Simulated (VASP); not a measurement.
Here is a VASP 6.6.1 calculation.

Contents of POSCAR:

```
K
1.0
   -2.6086526013      2.6086526013      2.6086526013
    2.6086526013     -2.6086526013      2.6086526013
    2.6086526013      2.6086526013     -2.6086526013
  K
     1
Direct
     0.0000000000000000    0.0000000000000000    0.0000000000000000
```

File INCAR.step1:

```
  ALGO = Fast
  EDIFF = 1E-8
  EDIFFG = -0.002
  ENCUT = 600
  GGA = PS
  IBRION = 2
  ISIF = 3
  ISMEAR = 1
  KPAR = 2
  LASPH = True
  LCHARG = False
  LREAL = False
  LWAVE = False
  NELM = 80
  NSW = 40
  PREC = Accurate
  SIGMA = 0.2
```

Contents of INCAR.step2:

```
  ALGO = Fast
  EDIFF = 1E-8
  ENCUT = 600
  GGA = PS
  IBRION = 6
  ISIF = 3
  ISMEAR = 1
  KPAR = 2
  LASPH = True
  LCHARG = False
  LREAL = False
  LWAVE = False
  NELM = 80
  NFREE = 2
  NSW = 1
  POTIM = 0.015
  PREC = Accurate
  SIGMA = 0.2
```

File KPOINTS:

```
k-points
0
Gamma
  18 18 18
```

Potentials or basis: VASP PAW PBE potentials, release 64 (K_sv).

Command:

```console
$ cat potpaw_PBE.64/K_sv/POTCAR > POTCAR
$ cp INCAR.step1 INCAR
$ mpirun -np 2 vasp_std > vasp.out
$ cp CONTCAR POSCAR
$ cp INCAR.step2 INCAR
$ mpirun -np 2 vasp_std > vasp.out
```

**Question.** Predict the elastic constants C11, C12, C44.

**Answer.** 4, 4, 3 GPa.

**Question.** Estimate the Voigt bulk modulus.

**Answer.** 4 GPa.

**Question.** Predict the relaxed cell.

**Answer.** a = 4.516 Å, b = 4.516 Å, c = 4.516 Å, α = 109.47°, β = 109.47°, γ = 109.47°.

**Question.** Predict the relaxed volume.

**Answer.** 70.90 Å³/atom.

**Question.** Estimate the space group after relaxing (to 0.05 Å).

**Answer.** Im-3m (No. 229).

Elastic tensor in Voigt notation (GPa, in the Cartesian axes of the cell as first typed):
```
4 4 4 0 0 0
4 4 4 0 0 0
4 4 4 0 0 0
0 0 0 3 0 0
0 0 0 0 3 0
0 0 0 0 0 3
```

Caveat: the PAW data sets were made with another functional, which shifts forces and pressure a little.
